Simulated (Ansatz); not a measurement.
Runs of Ansatz 0.2.0 on MgO. The structure is hexagonal, space group P-6m2 (No. 187). The conventional cell has a = 2.938 Å, b = 2.938 Å, c = 2.680 Å, α = 90.00°, β = 90.00°, γ = 120.00°. Mg (site symmetry -6m2) is surrounded by 6 O at 2.16 Å. O (site symmetry -6m2) has 6 Mg at 2.16 Å as nearest neighbours. Measurements of this composition are mostly on another form, of space group No. 225.

| task | level | potentials or basis | cutoff (eV) | smearing | basis error allowed | gap on the mesh (eV) | pressure (GPa) |
| --- | --- | --- | --- | --- | --- | --- | --- |
| band structure | PBEsol+D3(BJ) | all-electron LAPW, scalar-relativistic | 295 | fermi-dirac 0.05 eV | 0.001 eV/atom | (a) | -7.6 |
| single point | RPBE | all-electron LAPW, scalar-relativistic | 295 | gaussian 0.02 eV | 0.001 eV/atom | 3.12 | 4.2 |
| electron localisation function | RPBE+D3(BJ) | all-electron PAW datasets made for the crystal | 300 | gaussian 0.05 eV | - | 3.12 | -17.5 |
| single point | LDA | all-electron LAPW, scalar-relativistic | 295 | gaussian 0.05 eV | 0.001 eV/atom | 2.96 | (b) |

Alike in all rows: no spin polarisation; cell as given; k mesh 10 × 10 × 10.

**Question.** Estimate the missing entries.

**Answer.** (a) 2.93; (b) -9.2.

Caveats: so large a pressure means that the cell lies far from this level's equilibrium, or that cutoff or potentials fall short (some runs).

A k mesh can miss the band edges.

The runs don't all hold the same shells in valence.

Runs at the PBE level aren't shown here.
